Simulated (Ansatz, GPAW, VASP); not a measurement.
## BN: 3 runs at one level of theory

```
CELL_PARAMETERS angstrom
0.00000 1.81300 1.81300
1.81300 0.00000 1.81300
1.81300 1.81300 0.00000
ATOMIC_POSITIONS crystal
N 0.25000 0.25000 0.25000
B 0.00000 0.00000 0.00000
```

The cell is a database's computed one, not the measured one.

Alike in all runs: task single point; functional PBE; k mesh 13 × 13 × 13; occupations gaussian, width 0.014 eV; no spin polarisation; no spin-orbit coupling. Pressure is positive in compression and, in plane waves, holds the error of the finite cutoff.

| program and potentials | plane-wave cutoff (eV) | notes | pressure (GPa) |
| --- | --- | --- | --- |
| GPAW, GPAW PAW data sets (gpaw-data 1.2.1) | 800 | - | -1.60 |
| Ansatz, all-electron LAPW, scalar-relativistic | - | - | -0.41 |
| VASP, PBE PAW files B, N, 520 eV | 520 | - | -0.17 |

The pressure spans -1.60 (GPAW, GPAW PAW data sets (gpaw-data 1.2.1)) to -0.17 GPa (VASP, PBE PAW files B, N, 520 eV), with all-electron results at -0.41.

The functional is the same throughout but for its coding, so the spread measures potentials, basis and numerics; runs on potential files found faulty are left out.
